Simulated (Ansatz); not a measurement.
# 5-layer 1T-IrSSe (AA) in a perpendicular field

Wanted: the out-of-plane response of the 5-layer 1T-IrSSe (AA). A positive field points along +c.

Main program and level: Ansatz 0.2.0; plane-wave DFT, PBE-D3(BJ), Ansatz PAW.

## Step 1: The starting structure

The cell holds 15 atoms: 5 Se, 5 Ir and 5 S. Cell: a = 3.456 Å, b = 3.456 Å, c = 82.442 Å, α = 90.0°, β = 90.0°, γ = 120.0°. Regions: layer 1: 1T-IrSSe, 3 atoms (1 Se, 1 Ir and 1 S); layer 2: 1T-IrSSe, 3 atoms (1 Se, 1 Ir and 1 S); layer 3: 1T-IrSSe, 3 atoms (1 Se, 1 Ir and 1 S); layer 4: 1T-IrSSe, 3 atoms (1 Se, 1 Ir and 1 S); layer 5: 1T-IrSSe, 3 atoms (1 Se, 1 Ir and 1 S). Vacuum lies along c.

## Step 2: Relaxing the slab

The starting cell is a guess, so the in-plane lattice and the atoms are relaxed first, with the slab cut off from its images along the normal.

The input, input.yaml:

```yaml
crystal:
  lattice:
    - [3.455957, 0.0, 0.0]
    - [-1.7279785, 2.9929465564, 0.0]
    - [0.0, 0.0, 82.4422834862]
  atoms:
    - { symbol: Se, position: [0.6666666667, 0.3333333333, 0.3438769379] }
    - { symbol: Ir, position: [0.0, 0.0, 0.3619249669], spin: 1.0 }
    - { symbol: S, position: [0.3333333333, 0.6666666667, 0.3767296997] }
    - { symbol: Se, position: [0.6666666667, 0.3333333333, 0.4137252785] }
    - { symbol: Ir, position: [0.0, 0.0, 0.4317733075], spin: 1.0 }
    - { symbol: S, position: [0.3333333333, 0.6666666667, 0.4465780402] }
    - { symbol: Se, position: [0.6666666667, 0.3333333333, 0.4835736191] }
    - { symbol: Ir, position: [0.0, 0.0, 0.5016216481], spin: 1.0 }
    - { symbol: S, position: [0.3333333333, 0.6666666667, 0.5164263809] }
    - { symbol: Se, position: [0.6666666667, 0.3333333333, 0.5534219598] }
    - { symbol: Ir, position: [0.0, 0.0, 0.5714699887], spin: 1.0 }
    - { symbol: S, position: [0.3333333333, 0.6666666667, 0.5862747215] }
    - { symbol: Se, position: [0.6666666667, 0.3333333333, 0.6232703003] }
    - { symbol: Ir, position: [0.0, 0.0, 0.6413183293], spin: 1.0 }
    - { symbol: S, position: [0.3333333333, 0.6666666667, 0.6561230621] }
  periodic: [true, true, false]
magnetization:
  spin_polarized: true
kpoints:
  mp_grid: { grid: [12, 12, 1] }
hamiltonian:
  xc: pbe
  dispersion: d3bj
scf:
  occupations: { method: fermi_dirac, width: 0.05 }
  convergence: { dr2_threshold: 1.0e-09 }
relax:
  f_tol: 0.004
  max_steps: 90
  cell: {}
output:
  write_potential: true
  write_density: true
  volumetric_format: npy
```

The run is started by

```bash
> ansatz run input.yaml --threads 4 --pin off --max-ram 12288MiB --backend cpu --events-out ev --progress --plain --runs-dir out
```

Numbers of over 12 decimals in the logs are rounded to 6 here.

Output:

```text
Warning: relax.cell: scf.convergence.dr2_threshold = 1e-9 eV is looser than the 1.17415834446e-10 eV advised for a relaxation that steers and ends on the stress (1e-10 eV for each atom of the cell: 15, times the square of relax.cell.stress_2d_tol = 0.05 N/m over 35.7 Å (the atoms' height at the walk's start and 5 Å past either face), 1.399e-2 GPa, over a crystal's default 0.05). What an SCF threshold leaves in a stress goes as its square root, and in the free energy as the threshold itself, and one threshold admits the most on a small cell: [figures from the program's tests cut] Set scf.convergence.dr2_threshold to 1.17415834446e-10 eV or tighter. [rest of the remark cut]
Engine: ansatz 0.2.0, aarch64-unknown-linux-gnu
Pseudopotentials: kind: paw
Pseudopotential: Se, paw, valence charge 16, recommended cutoff 420 eV (normal), Se.paw.azcp
Pseudopotential: Ir, paw, valence charge 17, recommended cutoff 420 eV (normal), Ir.paw.azcp
Pseudopotential: S, paw, valence charge 6, recommended cutoff 420 eV (normal), S.paw.azcp
Functional definition: PBE
  parameter kappa = 0.804
  parameter beta = 0.066725
  exchange = pbe_x(kappa = kappa, mu = beta*pi^2/3)
  correlation = pbe_c(beta = beta)
Crystal: 15 atoms, lattice volume = 852.741 Å³
Basis set: ecut = 420 eV, 16553 PW (Γ), exchange–correlation on 48×48×1152 points (8 copies of the dense FFT grid, shifted against one another)
Bands: 120, of which v1, the nominal top of the filled ones, is band 98 counted from 1 (97 counted from 0)
Symmetry: 6 space group operations
Space group: P3m1 (ITA 156), of the structure as read, at distance tolerance 9.5e-5 Å
Magnetic group: BNS 156.49 (UNI 1279), of the structure as read, at distance tolerance 9.5e-5 Å
k-points: 19 of 144 (time reversal used)
Non-local potential: Se, projectors of the file, l = 0: 2, l = 1: 2, l = 2: 3, l = 3: 1
Non-local potential: Ir, projectors of the file, l = 0: 3, l = 1: 2, l = 2: 2, l = 3: 1
Non-local potential: S, projectors of the file, l = 0: 2, l = 1: 2, l = 2: 2
PAW form: soft (Blöchl's): semilocal exchange-correlation on the pseudo side does not see the compensation charge
PAW one-centre angular grid: Se, 590 points (default); XC on 64 Gauss nodes
PAW one-centre angular grid: Ir, 590 points (default); XC on 64 Gauss nodes
PAW one-centre angular grid: S, 110 points (default); XC on 64 Gauss nodes
Initial density: superposition of atomic densities (neutral atoms: chi_scale 0, normalization atom)
Starting moments: Σ|m| = 5 μB on 5 of 15 sites
Initial wavefunctions: pseudopotential atomic-orbital guess
Functional: x = pbe(κ = 0.804, μ = 0.219515), c = pbe(β = 0.066725)
iter 1 solved again at ethr=2.16e-3 eV; its pass at ethr=3.10e-3 eV (dr2=4.22e0 eV) is discarded
SCF iter   1: F=—  HF=-91538.692117 eV  |F-HF|=—  |Δ(HF+E_count)|=         —  Δρ=1.65e-2 (↑1.65e-2 ↓1.22e-2)  dr2=4.24e0  dr2_m=2.08e-1  M=3.646 μB ∫|m|=3.695 μB  β_m=0.30  ethr=2.16e-3  ⟨swp⟩=2.9  Hψ=34091  notcnv=0
Mixer restart at iter 1: flushing history
preconditioner: auto → LDOS  [metal: Δε(μ)=0.007 eV  Ē_g=9.407 eV  σ=0.050 eV  W_gap=0.03  n_scr=108 (ndim 8)  ℏωp=13.0 eV  f_vac=0.646  D(μ)=15.60/eV (n_scr^D=46)]
spin=Collinear: LDOS preconditioning applied to the charge; magnetization (m = ρ↑ − ρ↓) channel mixes plain (no charge-response kernel on spin).
SCF iter   2: F=—  HF=-91539.482058 eV  |F-HF|=—  |Δ(HF+E_count)|=   7.90e-1  Δρ=1.20e-2 (↑1.20e-2 ↓8.86e-3)  dr2=2.34e0  dr2_m=1.60e-1  M=3.323 μB ∫|m|=3.374 μB  β_m=0.63  ethr=2.16e-3  ⟨swp⟩=2.8  Hψ=7791  notcnv=0  defer=73
SCF iter   3: F=—  HF=-91540.800672 eV  |F-HF|=—  |Δ(HF+E_count)|=    1.32e0  Δρ=3.32e-3 (↑3.32e-3 ↓2.43e-3)  dr2=1.37e-1  dr2_m=5.55e-2  M=2.106 μB ∫|m|=2.167 μB  β_m=0.82  ethr=1.20e-3  ⟨swp⟩=4.2  Hψ=9033  notcnv=0  defer=211
SCF iter   4: F=—  HF=-91541.036919 eV  |F-HF|=—  |Δ(HF+E_count)|=         —  Δρ=3.44e-3 (↑3.39e-3 ↓3.44e-3)  dr2=2.82e-2  dr2_m=8.92e-2  M=0.632 μB ∫|m|=0.686 μB  β_m=0.82  ethr=7.05e-5  ⟨swp⟩=3.0  Hψ=9637  notcnv=0  defer=472
SCF iter   5: F=—  HF=-91541.024810 eV  |F-HF|=—  |Δ(HF+E_count)|=   1.21e-2  Δρ=1.28e-3 (↑1.28e-3 ↓1.13e-3)  dr2=7.18e-3  dr2_m=1.05e-2  M=0.295 μB ∫|m|=0.326 μB  β_m=0.91  ethr=1.45e-5  ⟨swp⟩=3.0  Hψ=9602  notcnv=0  defer=475
SCF iter   6: F=—  HF=-91541.026606 eV  |F-HF|=—  |Δ(HF+E_count)|=   1.80e-3  Δρ=3.93e-4 (↑3.91e-4 ↓3.93e-4)  dr2=7.37e-3  dr2_m=6.71e-4  M=0.092 μB ∫|m|=0.102 μB  β_m=0.83  ethr=3.68e-6  ⟨swp⟩=3.0  Hψ=9799  notcnv=0  defer=475
SCF iter   7: F=—  HF=-91541.025353 eV  |F-HF|=—  |Δ(HF+E_count)|=   1.25e-3  Δρ=1.58e-4 (↑1.54e-4 ↓1.58e-4)  dr2=4.50e-4  dr2_m=1.75e-4  M=0.044 μB ∫|m|=0.052 μB  β_m=0.92  ethr=3.68e-6  ⟨swp⟩=2.8  Hψ=7270  notcnv=0  defer=475
SCF iter   8: F=—  HF=-91541.025427 eV  |F-HF|=—  |Δ(HF+E_count)|=   7.39e-5  Δρ=5.45e-5 (↑5.26e-5 ↓5.45e-5)  dr2=1.86e-4  dr2_m=7.97e-6  M=0.007 μB ∫|m|=0.011 μB  β_m=0.81  ethr=2.31e-7  ⟨swp⟩=3.1  Hψ=9940  notcnv=0  defer=475
SCF iter   9: F=—  HF=-91541.025404 eV  |F-HF|=—  |Δ(HF+E_count)|=   2.32e-5  Δρ=2.47e-5 (↑2.47e-5 ↓1.96e-5)  dr2=2.45e-5  dr2_m=2.69e-6  M=0.003 μB ∫|m|=0.006 μB  β_m=0.91  ethr=9.52e-8  ⟨swp⟩=3.2  Hψ=8657  notcnv=0  defer=475
SCF iter  10: F=—  HF=-91541.025404 eV  |F-HF|=—  |Δ(HF+E_count)|=   5.26e-7  Δρ=9.99e-6 (↑9.03e-6 ↓9.99e-6)  dr2=1.82e-6  dr2_m=5.14e-7  M=0.001 μB ∫|m|=0.002 μB  β_m=0.92  ethr=1.26e-8  ⟨swp⟩=2.9  Hψ=8704  notcnv=0  defer=475
SCF iter  11: F=—  HF=-91541.025405 eV  |F-HF|=—  |Δ(HF+E_count)|=   7.87e-7  Δρ=2.70e-6 (↑2.70e-6 ↓2.54e-6)  dr2=1.62e-7  dr2_m=2.94e-8  M=0.000 μB ∫|m|=0.001 μB  β_m=0.84  ethr=9.33e-10  ⟨swp⟩=3.3  Hψ=10287  notcnv=0  defer=475
SCF iter  12: F=—  HF=-91541.025405 eV  |F-HF|=—  |Δ(HF+E_count)|=   8.96e-8  Δρ=1.11e-6 (↑1.11e-6 ↓9.29e-7)  dr2=3.13e-8  dr2_m=3.05e-9  M=-0.000 μB ∫|m|=0.000 μB  β_m=0.76  ethr=8.31e-11  ⟨swp⟩=3.3  Hψ=10311  notcnv=0  defer=475
SCF iter  13: F=—  HF=-91541.025405 eV  |F-HF|=—  |Δ(HF+E_count)|=   1.22e-8  Δρ=4.91e-7 (↑4.91e-7 ↓4.20e-7)  dr2=4.18e-9  dr2_m=1.05e-9  M=-0.000 μB ∫|m|=0.000 μB  β_m=0.78  ethr=1.61e-11  ⟨swp⟩=3.0  Hψ=8890  notcnv=0  defer=475
SCF iter  14: F=—  HF=-91541.025405 eV  |F-HF|=—  |Δ(HF+E_count)|=   1.06e-8  Δρ=1.76e-7 (↑1.74e-7 ↓1.76e-7)  dr2=2.62e-10  dr2_m=2.03e-10  M=-0.000 μB ∫|m|=0.000 μB  β_m=0.82  ethr=2.14e-12  ⟨swp⟩=3.4  Hψ=9773  notcnv=0  defer=475
SCF iter  15: F=-91541.025405 eV  HF=-91541.025405 eV  |F-HF|=9.33e-9  |Δ(HF+E_count)|=   8.40e-9  Δρ=5.05e-8 (↑4.81e-8 ↓5.05e-8)  dr2=1.01e-10  dr2_m=1.16e-11  M=-0.000 μB ∫|m|=0.000 μB  ethr=1.00e-12  ⟨swp⟩=7.4  Hψ=30891  notcnv=0
[...]
iter 10 met the thresholds in force, and the SCF goes on: an eigenvalue changes by 0.58 meV, over its tolerance of 0.06 meV (output.eigenvalues, Limitations)
SCF iter  10: F=-91542.254436 eV  HF=-91542.254436 eV  |F-HF|=2.28e-8  |Δ(HF+E_count)|=   5.06e-9  Δρ=1.79e-8 (↑1.79e-8 ↓1.76e-8)  dr2=3.32e-10  dr2_m=9.80e-16  M=0.000 μB ∫|m|=0.000 μB  β_m=1.00  ethr=1.00e-12  ⟨swp⟩=8.3  Hψ=24894  notcnv=0
Mixer restart at iter 10: flushing history
SCF iter  11: F=-91542.254435 eV  HF=-91542.254436 eV  |F-HF|=4.68e-7  |Δ(HF+E_count)|=   3.00e-9  Δρ=2.47e-7 (↑2.47e-7 ↓2.47e-7)  dr2=4.79e-7  dr2_m=2.97e-17  M=0.000 μB ∫|m|=0.000 μB  β_m=1.00  ethr=1.00e-12  ⟨swp⟩=1.0  Hψ=4560  notcnv=0  κ⁻¹=1.0e0(r=1)
SCF iter  12: F=-91542.254436 eV  HF=-91542.254436 eV  |F-HF|=1.58e-8  |Δ(HF+E_count)|=   3.01e-9  Δρ=2.66e-8 (↑2.65e-8 ↓2.66e-8)  dr2=9.55e-10  dr2_m=3.39e-17  M=0.000 μB ∫|m|=0.000 μB  β_m=1.00  ethr=1.00e-12  ⟨swp⟩=1.0  Hψ=4561  notcnv=0  κ⁻¹=4.5e-4(r=2)
SCF iter  13: F=-91542.254436 eV  HF=-91542.254436 eV  |F-HF|=1.40e-8  |Δ(HF+E_count)|=   2.23e-9  Δρ=2.58e-8 (↑2.57e-8 ↓2.58e-8)  dr2=8.80e-10  dr2_m=3.29e-17  M=0.000 μB ∫|m|=0.000 μB  ethr=1.00e-12  ⟨swp⟩=7.3  Hψ=22358  notcnv=0
the starting moments were not kept: the SCF closed with an absolute magnetisation of 2.0e-8 μB, where they sum to 5 μB in size (5 sites). That is at most 0.1 of that sum. Measured as dr2_m measures the in/out step, that magnetisation stands 2.0e-17 eV from none, at or under the dr2_threshold of 1.0e-9 eV: it is no larger than a step whose dr2_m would equal this threshold.
SCF 15 converged in 13 iterations: F = -91542.254436 eV  dr2 = 8.80e-10
relax step  15: F+E_penalty+E_count = -91542.25443555 eV  Δ(F+E_penalty+E_count) = -3.412e-3 eV  max|allowed force component| = 3.119e-3 eV/Å  Δτ_max = 0.0000 Å  P = -0.001 N/m  Ω = 918.131 Å³  fix = [c, alpha, beta]  reactions: c -0.000 N/m  stress off target by 9.22e-4 N/m on what of the cell is left free  SCF on the basis re-selected at this cell (its energy is not comparable with the rows above)  (13 SCF iters)
basis re-selected at this cell: Δ(F+E_penalty+E_count) = -3.412e-3 eV, ΔP = +0.001 N/m vs the last step (what re-selecting the basis moved, of the pressure what is left beyond the Pulay correction that the steps carried, after the strain that the cell walked since its last selection, with what the two solves' SCF thresholds leave and, on support functions, any second-order correction that the steps lacked; it is no m [...]
WARN: The output density's exchange-correlation potential varies sharply where the density is thin. Do not read a vacuum level from v_tot or v_xc, or from such a field of the output density. On a cell that repeats whose density bears no net charge and no dipole along the vacuum's axis use v_es (v_loc + v_h of the components); under efield.dipole_correction with no amplitude use v_es + v_field, which holds any externa [...]
SCF converged after 13 iterations
an eigenvalue changed by more than its tolerance at an iteration that met the thresholds in force, so the SCF went on 2 times, its first undamped step at iteration 10: the last check found none over its tolerance
Magnetization: 0.0000 μB (97.5000 up, 97.5000 down)
Absolute magnetization: 0.0000 μB (∫|ρ↑−ρ↓|, with the PAW one-centre terms)
Spin contamination: 0.0000 ħ² per cell (⟨S²⟩ above its minimum at these occupations)
Per-site moments (μB) at R_I (Å): [(-5.333498168399719e-10, 1.034966), (-9.46418860864775e-10, 0.970332), (-2.0608424709020342e-11, 0.970332), (7.624055371738674e-11, 1.029635), (8.291241302770898e-10, 0.973607), (-1.87325977421999e-11, 0.973607), (1.194746037155967e-10, 1.028243), (7.73881062739731e-10, 0.973836), (-1.549895969503564e-10, 0.973836), (2.873000690218271e-11, 1.028637), (4.701123712389993e-10, 0.973164), (-9.07741925957314e-11, 0.973164), (1.0808566020909843e-9, 1.037986), (3.859180542440022e-9, 0.967033), (1.8122193421570667e-9, 0.967033)]
Free energy (F): -91542.254436 eV
Harris-Foulkes:  -91542.254436 eV  (|F-HF|=1.40e-8)
Internal energy: -91542.175622 eV  (E = F + TS)
E sigma→0 (E₀):  -91542.215029 eV
Entropy (-TS):   -0.078813 eV (-5.254 meV/atom)
Fermi energy:    -5.423928 eV
--- Per-component energies (eV) ---
  E_band       = -6370.455063
  E_kinetic    = 4248.919355
  E_local      = -3901298.990527  (includes V_loc(G=0)·N_el)
  E_nonlocal   = -2463.952267
  E_hartree    = 1947835.860463
  E_xc         = -2346.200329
  E_vxc        = -2428.715036  (∫ρ·V_xc dr)
  E_paw        = -58680.797129  (= ΣΔE_a)
  E_vpaw       = -99.398206  (= ΣTr[D̂ρ^β])
  E_aug_tail   = -0.002609  (compensation charges beyond the density's cutoff)
  E_ewald      = 1921169.297085
  E_disp       = -6.309664  (pairwise vdW)
  E_smearing   = -0.078813  (= −TS)
  E_closure    = -0.000000  (closes the sum)
  Σ components = -91542.254436   (vs F -91542.254436, Δ=0.00e0)
--- Forces (eV/Å), atoms counted from 1 ---
  atom   1  Se     0.00000000     0.00000000    -0.00004249
  atom   2  Ir     0.00000000    -0.00000000     0.00010567
  atom   3  S      0.00000000    -0.00000000    -0.00043429
  atom   4  Se     0.00000000     0.00000000    -0.00001897
  atom   5  Ir    -0.00000000     0.00000000     0.00010374
  atom   6  S      0.00000000     0.00000000     0.00067890
  atom   7  Se     0.00000000     0.00000000     0.00066907
  atom   8  Ir     0.00000000     0.00000000    -0.00311948
  atom   9  S      0.00000000    -0.00000000     0.00298311
  atom  10  Se     0.00000000     0.00000000    -0.00078404
  atom  11  Ir    -0.00000000     0.00000000     0.00025642
  atom  12  S      0.00000000    -0.00000000    -0.00095150
  atom  13  Se     0.00000000     0.00000000    -0.00000506
  atom  14  Ir     0.00000000     0.00000000     0.00270832
  atom  15  S      0.00000000    -0.00000000    -0.00215126
  max |Σ_I F_I| component: 1.85e-6 eV/Å
--- 2D stress c σ (N/m, compression-positive) ---
       -0.000922      -0.000000      -0.000000
       -0.000000      -0.000922      -0.000000
       -0.000000      -0.000000      -0.000000
  P = ½ c Tr σ = -0.0009 N/m
--- Band table (eV; the first three rows and the last of 38) ---
  k-point 0 ↑: bands = [... 94 lower, -5.7407, -5.7407, -5.4792, -5.2978, -4.9646, -4.5964, -2.5394, -2.5394, ... 18 higher]
  k-point 1 ↑: bands = [... 94 lower, -5.6331, -5.3756, -4.9092, -4.8094, -4.7179, -4.5987, -2.8664, -2.7220, ... 18 higher]
  k-point 2 ↑: bands = [... 94 lower, -5.4608, -5.3580, -5.0960, -4.7942, -4.5381, -4.3985, -3.2049, -3.0877, ... 18 higher]
  k-point 18 ↓: bands = [... 94 lower, -5.9214, -5.8849, -5.8003, -5.6321, -5.4637, -5.3644, -3.7182, -3.5432, ... 18 higher]
  the weakly bound empty levels are not read free of the cell's end (no_gap_told)
--- Relaxed structure (14 steps of the walk, 13 accepted, 1 SCFs on fresh bases) ---
  F+E_penalty+E_count = -91542.25443555 eV   max|allowed force component| = 3.119e-3 eV/Å   (the final SCF, on the basis selected at the relaxed cell)
  cell:  # Å, volume = 918.1308 Å³
    - [3.586014, 0, 0]
    - [-1.793007, 3.105579, 0]
    - [0, 0, 82.4422834862]
  atoms:
    - { symbol: Se, position: [0.666667, 0.333333, 0.366080] }
    - { symbol: Ir, position: [0, 0, 0.383271] }
    - { symbol: S, position: [0.333333, 0.666667, 0.396816] }
    - { symbol: Se, position: [0.666667, 0.333333, 0.425571] }
    - { symbol: Ir, position: [0, 0, 0.442483] }
    - { symbol: S, position: [0.333333, 0.666667, 0.456230] }
    - { symbol: Se, position: [0.666667, 0.333333, 0.484766] }
    - { symbol: Ir, position: [0, 0, 0.501605] }
    - { symbol: S, position: [0.333333, 0.666667, 0.515365] }
    - { symbol: Se, position: [0.666667, 0.333333, 0.543933] }
    - { symbol: Ir, position: [0, 0, 0.560793] }
    - { symbol: S, position: [0.333333, 0.666667, 0.574512] }
    - { symbol: Se, position: [0.666667, 0.333333, 0.602883] }
    - { symbol: Ir, position: [0, 0, 0.620231] }
    - { symbol: S, position: [0.333333, 0.666667, 0.633570] }
```

Elapsed: 45 min, on 4 threads of Arm Neoverse V2, shared host; peak memory 4.3 GiB; 2.9 h of CPU time.

Step by step:

| step | energy less that of the first step (eV) | largest force component (eV/Å) | volume (Å³) |
| --- | --- | --- | --- |
| 1 | 0.0000 | 0.8385 | 852.74 |
| 2 | -0.4270 | 0.4345 | 910.04 |
| 3 | -0.5577 | 0.2206 | 907.75 |
| 4 | -0.6705 | 0.1218 | 905.37 |
| 5 | -0.7689 | 0.1261 | 906.39 |
| 6 | -0.8837 | 0.1203 | 907.80 |
| 7 | -1.0008 | 0.1126 | 908.22 |
| 8 | -1.1020 | 0.0721 | 909.94 |
| 9 | -1.1762 | 0.0498 | 912.07 |
| 10 | -1.2142 | 0.1727 | 915.30 |
| 11 | -1.1965 | 0.4076 | 918.42 |
| 12 | -1.2244 | 0.0224 | 916.76 |
| 13 | -1.2256 | 0.0173 | 918.08 |
| 14 | -1.2256 | 0.0034 | 918.13 |
| 15* | -1.2290 | 0.0031 | 918.13 |

Relaxation steps marked * repeat the geometry before them on a plane-wave basis chosen anew for their cell, so energy and pressure can jump there. Relaxation step 11 was tried and not accepted.

The run keeps the 6 symmetry operations that it works with, so distortions that break them were not tested.

| cell as run | before | after | change |
| --- | --- | --- | --- |
| a (Å) | 3.456 | 3.586 | +3.8 % |
| b (Å) | 3.456 | 3.586 | +3.8 % |

The atoms that moved most (Å, along periodic axes as changes of fractional coordinates times the final cell, across vacuum about the mean position):

| atom | dx | dy | dz | length |
| --- | --- | --- | --- | --- |
| S15 | 0.000 | 0.000 | -1.859 | 1.859 |
| Se1 | 0.000 | 0.000 | 1.830 | 1.830 |
| Ir2 | 0.000 | 0.000 | 1.760 | 1.760 |
| Ir14 | 0.000 | 0.000 | -1.739 | 1.739 |
| Se13 | 0.000 | 0.000 | -1.681 | 1.681 |
| S3 | 0.000 | 0.000 | 1.656 | 1.656 |
| Se4 | 0.000 | 0.000 | 0.977 | 0.977 |
| S12 | 0.000 | 0.000 | -0.970 | 0.970 |

This step gave:

```
energy at zero smearing : -91542.2150 eV
```

The lattice constant a goes from 3.456 to 3.586 Å.

(Continued in part 2 of 3.)

[Logs are printed without paths, hosts, clocks, repeated set-up lines and the standing remarks that a program may print on its own settings, such as how far it seeks lower states.]

[Hosts, paths, dates, database ids (printed as entryN), source tags and the programs' standing remarks are cut or masked in the printed files.]

[Maps of the electrostatic potential energy from Ansatz leave out the sawtooth potential of an applied field or a dipole correction, so their vacuum need not be flat; planar profiles and work functions include it.]
